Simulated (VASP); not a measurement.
From VASP inputs to Ansatz: ZnO (rocksalt)

INCAR, step 1 (PBE orbitals to start from)

```
GGA = PE
ISMEAR = 0
NELM = 120
EDIFF = 1E-5
SIGMA = 0.01
NBANDS = 16
LASPH = .TRUE.
LWAVE = .TRUE.
LCHARG = .FALSE.
LREAL = .FALSE.
ENCUT = 520
PREC = Accurate
```

INCAR, step 2

```
LREAL = .FALSE.
LWAVE = .FALSE.
AEXX = 0.25
EDIFF = 1E-7
GGA = PE
LHFCALC = .TRUE.
SIGMA = 0.01
NSW = 0
ISIF = 2
ISMEAR = 0
IBRION = -1
ISTART = 1
NBANDS = 16
HFSCREEN = 0.2079
PREC = Accurate
LASPH = .TRUE.
ALGO = Normal
LCHARG = .FALSE.
NELM = 120
ENCUT = 520
PRECFOCK = Fast
```

KPOINTS

```
KPOINTS created by Atomic Simulation Environment
0
Gamma
8 8 8
0 0 0
```

KPOINTS_OPT

```
special points
6
Reciprocal
0.0000000000 0.0000000000 0.0000000000 1
0.5000000000 0.0000000000 0.5000000000 1
0.5000000000 0.2500000000 0.7500000000 1
0.3750000000 0.3750000000 0.7500000000 1
0.5000000000 0.5000000000 0.5000000000 1
0.6250000000 0.2500000000 0.6250000000 1
```

POSCAR

```
Zn O
 1.0000000000000000
    -0.0000000000000000    2.1337703959997598    2.1337703959997598
     2.1337703959997598    0.0000000000000000    2.1337703959997598
     2.1337703959997598    2.1337703959997598    0.0000000000000000
 Zn  O
   1   1
Cartesian
 -0.0000000000000000 -0.0000000000000000 -0.0000000000000000
  2.1337703959997598  2.1337703959997598  2.1337703959997598
```

VASP ran with the recommended PBE PAW datasets (18 valence electrons in the cell).

Q: Write an Ansatz input for this cell and level of theory.

A: 

```yaml
crystal:
  lattice:
    - [0.0, 2.133770396, 2.133770396]
    - [2.133770396, 0.0, 2.133770396]
    - [2.133770396, 2.133770396, 0.0]
  atoms:
    - { symbol: Zn, position: [0.0, 0.0, 0.0] }
    - { symbol: O, position: [0.5, 0.5, 0.5] }
kpoints:
  mp_grid: { grid: [8, 8, 8] }
  band_path:
    path:
      - [0.0, 0.0, 0.0]
      - [0.5, 0.0, 0.5]
      - [0.5, 0.25, 0.75]
      - [0.375, 0.375, 0.75]
      - [0.5, 0.5, 0.5]
      - [0.625, 0.25, 0.625]
    npoints: 1
hamiltonian:
  xc: hse06
scf:
  occupations: { method: fixed }
  n_extra_bands: 4
output:
  forces: true
  stress: true
  eigenvalues: true
```

Other inputs would serve too.

|  | VASP | Ansatz |
| --- | --- | --- |
| gap between bands v and c | 2.67 eV | 2.74 eV |
| least direct gap | 3.91 eV | 3.96 eV |
| pressure | 2.5 GPa | 0.9 GPa |

Datasets and cutoffs are each program's own. VASP's cell holds 18 valence electrons and Ansatz's 18. Ansatz's stress includes a Pulay correction; VASP's doesn't.
